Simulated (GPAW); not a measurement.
# SnO2 (Cassiterite) in GPAW: the effect of potentials

The system is SnO2 (Cassiterite).

```
Sn O
1.0
     4.73800    0.00000    0.00000
     0.00000    4.73800    0.00000
     0.00000    0.00000    3.18650
Sn O
2 4
Direct
  0.50000 0.50000 0.50000
  0.00000 0.00000 0.00000
  0.80710 0.19290 0.50000
  0.69290 0.69290 0.00000
  0.19290 0.80710 0.50000
  0.30710 0.30710 0.00000
```

Alike in all runs:

- Program: GPAW 26.7.0
- Task: band structure
- Functional: PBE
- Cutoff: 800 eV
- Basis: pw
- k mesh: 6 × 6 × 8
- Occupations: fermi-dirac, width 0.05 eV
- Spin: no spin polarisation

| potentials | gap on the mesh (eV) | pressure (GPa) | largest force (eV/Å) |
| --- | --- | --- | --- |
| GPAW stock | 1.31 | 9.6 | 0.25 |
| PAW data sets made by gpaw-setup for the functional | 1.31 | 9.6 | 0.25 |
| JTH PAW 2.0 | ? | ? | ? |

Problem. What does the run with potentials JTH PAW 2.0 give?

Solution. gap on the mesh 1.28 eV; pressure 9.5 GPa; largest force 0.26 eV/Å.

Caveats: spin-orbit coupling is left out, which moves the levels of the heavy elements; the program truncates these outside data sets (some runs).

